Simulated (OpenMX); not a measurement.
# MgO (Fm-3m) in OpenMX: a series of runs, part 2 of 2

OpenMX 3.8.5.

## (5) Density of states, LDA, non-collinear spin, ferromagnetic start, moments held on the sites

MgO.dat

```
System.CurrrentDirectory             ./
System.Name                          MgO
DATA.PATH                            ./DFT_DATA13
level.of.stdout                      1
level.of.fileout                     0
Species.Number                       2
<Definition.of.Atomic.Species
  Mg  Mg7.0-s3p2d1           Mg_CA13
  O   O5.0-s2p2d1            O_CA13
Definition.of.Atomic.Species>

Atoms.Number                         2
Atoms.SpeciesAndCoordinates.Unit     FRAC
<Atoms.SpeciesAndCoordinates
    1  Mg    0.0000000000    0.0000000000    0.0000000000   4.250  3.750    90.00    0.00   90.00    0.00  1  off
    2  O     0.5000000000    0.5000000000    0.5000000000   3.000  3.000     0.00    0.00    0.00    0.00  0  off
Atoms.SpeciesAndCoordinates>

Atoms.UnitVectors.Unit               Ang
<Atoms.UnitVectors
     0.0000000000    2.0970013927    2.0970013927
     2.0970013927    0.0000000000    2.0970013927
     2.0970013927    2.0970013927    0.0000000000
Atoms.UnitVectors>

scf.XcType                           LSDA-CA
scf.SpinPolarization                 nc
scf.Constraint.NC.Spin               on2
scf.Constraint.NC.Spin.v             0.2
scf.ElectronicTemperature            580.226
scf.energycutoff                     500.0
scf.maxIter                          100
scf.EigenvalueSolver                 band
scf.Kgrid                            9 9 9
scf.Mixing.Type                      rmm-diisk
scf.Init.Mixing.Weight               0.05
scf.Min.Mixing.Weight                0.001
scf.Max.Mixing.Weight                0.3
scf.Mixing.History                   25
scf.Mixing.StartPulay                8
scf.criterion                        1.0e-7
MD.Type                              nomd
Dos.fileout                          on
Dos.Erange                           -25.0 15.0
Dos.Kgrid                            12 12 12
```

dos.in

```
1
1
```

pdos.in

```
1
2
1 2
```

Potentials or basis: OpenMX 2013 LDA set, Mg7.0-s3p2d1, O5.0-s2p2d1, grid cutoff 500 Ry.

Launch:

```bash
$ openmx MgO.dat -nt 1 > MgO.std
$ DosMain MgO.Dos.val MgO.Dos.vec < dos.in
$ DosMain MgO.Dos.val MgO.Dos.vec < pdos.in
```

MgO.out:

```text
Required cutoff energy (Ryd) for 3D-grids = 500.0000
      Used cutoff energy (Ryd) for 3D-grids = 482.6873, 482.6873, 482.6873
  Num. of grids of a-, b-, and c-axes = 32, 32, 32

  Num.Grid1.    32
  Num.Grid2.    32
  Num.Grid3.    32

  Cell_Volume =    124.457954705222 (Bohr^3)
  GridVol     =      0.003798155356 (Bohr^3)
  Cell vectors (bohr) of the grid cell (gtv)
    gtv_a =  0.000000000000,  0.123836188433,  0.123836188433
    gtv_b =  0.123836188433,  0.000000000000,  0.123836188433
    gtv_c =  0.123836188433,  0.123836188433,  0.000000000000
    |gtv_a| =  0.175130817195
    |gtv_b| =  0.175130817195
    |gtv_c| =  0.175130817195

***********************************************************

***********************************************************
                  SCF history at MD= 1
***********************************************************

   SCF=   1  NormRD=  1.000000000000  Uele= -14.963547162029
   SCF=   2  NormRD=  3.002576267059  Uele= -14.906673003524
[... 586 lines left out ...]
          1 pz            0.00000   0.00000   0.00000   0.00000   0.00000   0.00000   0.00000   0.00000
          0 d3z^2-r^2     0.00000   0.00000   0.00000   0.00000  -0.00000   0.00000  -0.00000   0.00000
          0 dx^2-y^2     -0.00000  -0.00000  -0.00000  -0.00000   0.00000  -0.00000   0.00000  -0.00000
          0 dxy          -0.00000  -0.00000  -0.00000  -0.00000  -0.00000   0.00000  -0.00000   0.00000
          0 dxz          -0.00000   0.00000  -0.00000   0.00000   0.00000  -0.00000   0.00000  -0.00000
          0 dyz          -0.00000  -0.00000  -0.00000  -0.00000  -0.00000   0.00000  -0.00000   0.00000

   2    O
    Sum of occupancy numbers =  6.592523927742

                         1                                       2
                        -0.02357                                -0.02357

                          Re(U)     Im(U)     Re(D)     Im(D)     Re(U)     Im(U)     Re(D)     Im(D)
[... 229 lines left out ...]
   2   O  0 s             0.70697   0.00000   0.70697  -0.00000   0.70692   0.00000  -0.70692   0.00000
          1 s            -0.01370   0.00000  -0.01370   0.00000  -0.01609   0.00000   0.01609   0.00000
          0 px           -0.00000   0.00000  -0.00000  -0.00000  -0.00000  -0.00000   0.00000   0.00000
          0 py            0.00000   0.00000  -0.00000   0.00000  -0.00000   0.00000   0.00000  -0.00000
          0 pz            0.00000  -0.00000   0.00000  -0.00000   0.00000  -0.00000  -0.00000   0.00000
          1 px            0.00000  -0.00000   0.00000   0.00000   0.00000   0.00000  -0.00000  -0.00000
          1 py            0.00000  -0.00000   0.00000  -0.00000   0.00000  -0.00000  -0.00000   0.00000
          1 pz           -0.00000   0.00000  -0.00000   0.00000  -0.00000   0.00000   0.00000  -0.00000
          0 d3z^2-r^2     0.00000  -0.00000   0.00000   0.00000   0.00000   0.00000  -0.00000  -0.00000
          0 dx^2-y^2     -0.00000  -0.00000  -0.00000   0.00000  -0.00000  -0.00000   0.00000  -0.00000
          0 dxy           0.00000   0.00000   0.00000  -0.00000   0.00000   0.00000  -0.00000  -0.00000
          0 dxz           0.00000  -0.00000   0.00000  -0.00000   0.00000   0.00000  -0.00000   0.00000
          0 dyz           0.00000  -0.00000   0.00000  -0.00000   0.00000   0.00000  -0.00000  -0.00000

***********************************************************
       xyz-coordinates (Ang) and forces (Hartree/Bohr)
***********************************************************

<coordinates.forces
  2
    1    Mg     0.00000   0.00000   0.00000   0.000000000076  0.000000000001  0.000000000001
    2     O     2.09700   2.09700   2.09700   0.000000000002 -0.000000000001 -0.000000000000
coordinates.forces>

***********************************************************
       Fractional coordinates of the final structure
***********************************************************

     1     Mg     0.00000000000000   0.00000000000000   0.00000000000000
     2      O     0.50000000000000   0.50000000000000   0.50000000000000
```

Run time: 3.1 min. Hardware: 1 thread of Arm Neoverse V1, shared host; peak memory 0.69 GiB.

What came out:

```
Free energy            : -1518.1782 eV
Band gap on the k mesh : 4.80 eV, direct
Net moment             : 0.00 μB per cell
Mulliken charges       : Mg +0.59; O -0.59 e
```

States per cell in windows of 0.5 eV (zero at the valence-band top; states under -8 eV left out):
```tsv
from (eV)	total	O2_p	Mg1_s	Mg1_p	Mg1_d	O2_d	O2_s
-8.0	0.00	0.00	0.00	0.00	0.00	0.00	0.00
-7.5	0.00	0.00	0.00	0.00	0.00	0.00	0.00
-7.0	0.00	0.00	0.00	0.00	0.00	0.00	0.00
-6.5	0.00	0.00	0.00	0.00	0.00	0.00	0.00
-6.0	0.00	0.00	0.00	0.00	0.00	0.00	0.00
-5.5	0.00	0.00	0.00	0.00	0.00	0.00	0.00
-5.0	0.08	0.04	0.02	0.00	0.01	0.00	0.00
-4.5	0.38	0.22	0.08	0.03	0.04	0.00	0.00
-4.0	1.03	0.66	0.15	0.13	0.08	0.01	0.01
-3.5	0.24	0.17	0.04	0.02	0.02	0.00	0.00
-3.0	0.43	0.33	0.03	0.04	0.03	0.00	0.00
-2.5	0.47	0.38	0.02	0.04	0.03	0.00	0.00
-2.0	0.60	0.52	0.02	0.04	0.03	0.01	0.00
-1.5	1.27	1.16	0.02	0.04	0.05	0.01	0.00
-1.0	1.15	1.09	0.00	0.02	0.05	0.00	0.00
-0.5	0.36	0.35	0.00	0.00	0.01	0.00	0.00
0.0	0.00	0.00	0.00	0.00	0.00	0.00	0.00
0.5	0.00	0.00	0.00	0.00	0.00	0.00	0.00
1.0	0.00	0.00	0.00	0.00	0.00	0.00	0.00
1.5	0.00	0.00	0.00	0.00	0.00	0.00	0.00
2.0	0.00	0.00	0.00	0.00	0.00	0.00	0.00
2.5	0.00	0.00	0.00	0.00	0.00	0.00	0.00
3.0	0.00	0.00	0.00	0.00	0.00	0.00	0.00
3.5	0.00	0.00	0.00	0.00	0.00	0.00	0.00
4.0	0.00	0.00	0.00	0.00	0.00	0.00	0.00
4.5	0.00	0.00	0.00	0.00	0.00	0.00	0.00
5.0	0.00	0.00	0.00	0.00	0.00	0.00	0.00
5.5	0.02	0.00	0.01	0.00	0.00	0.00	0.00
6.0	0.03	0.00	0.02	0.00	0.00	0.00	0.00
6.5	0.04	0.01	0.03	0.01	0.00	0.00	0.00
7.0	0.06	0.01	0.03	0.01	0.00	0.00	0.00
7.5	0.08	0.01	0.04	0.03	0.00	0.00	0.00
```

Moments on the atoms (μB; x, y, z):
```
Mg   0.17  0.00  0.00
O   -0.17  0.00  0.00
```

Caveat: Mulliken charges move with the basis; an odd mesh through Γ misses points on the zone boundary, where band edges often lie; the basis of atomic orbitals isn't converged, which shifts pressures, moduli and gaps.

## (6) The runs side by side

| task | level | potentials or basis | spin | cell | k mesh | SCF threshold | k mesh for the DOS | spin constraint | constraint strength | gap on the mesh (eV) | moment (μB) |
| --- | --- | --- | --- | --- | --- | --- | --- | --- | --- | --- | --- |
| density of states | LDA | OpenMX 2013 LDA set, Mg7.0-s3p2, O6.0-s2p2, grid cutoff 500 Ry | off | cell strained at random at fixed volume | 11 × 11 × 11 | 1e-08 Ha | 14 × 14 × 14 | - | - | 4.70 | - |
| band structure | PBE+D4 | OpenMX 2013 PBE set, Mg7.0-s3p2, O6.0-s2p2, grid cutoff 500 Ry | off | as given | 11 × 11 × 11 | 1e-08 Ha | - | - | - | 5.05 | - |
| density of states | PBE+D3 | OpenMX 2013 PBE set, Mg7.0-s3p2d1, O5.0-s2p2d1, grid cutoff 500 Ry | collinear, ferromagnetic start | cell strained at random at fixed volume | 11 × 11 × 11 | 1e-08 Ha | 14 × 14 × 14 | - | - | 4.68 | 0.00 |
| density of states | LDA | OpenMX 2013 LDA set, Mg7.0-s3p2d1, O5.0-s2p2d1, grid cutoff 500 Ry | non-collinear, ferromagnetic start, moments held on the sites | as given | 9 × 9 × 9 | 1e-07 Ha | 12 × 12 × 12 | directions and sizes | 0.2 eV | 4.80 | 0.00 |

Alike in all rows: smearing fermi-dirac 0.05 eV.

Caveats: the basis of atomic orbitals isn't converged, which shifts pressures, moduli and gaps; an odd mesh through Γ misses points on the zone boundary, where band edges often lie (some runs).

Absolute energies hang on the potentials; compare differences alone.

## (7) Comparison with measurements

Step 3. A measured gap of MgO is 7.83 eV (quoted in “Electronic structure of alkaline earth and post-transition metal oxides”, 2009, arxiv:0908.1581); the calculated 5.05 eV misses it by -2.78 eV. The value is that of PBE+D4 in an atomic basis (OpenMX 2013 PBE set, Mg7.0-s3p2, O6.0-s2p2, grid cutoff 500 Ry), whose error adds to the functional's,, without temperature or zero-point motion. Semilocal functionals fall short of measured gaps as a rule. The cell is a database's relaxed one, not the measured one, which moves gaps too.
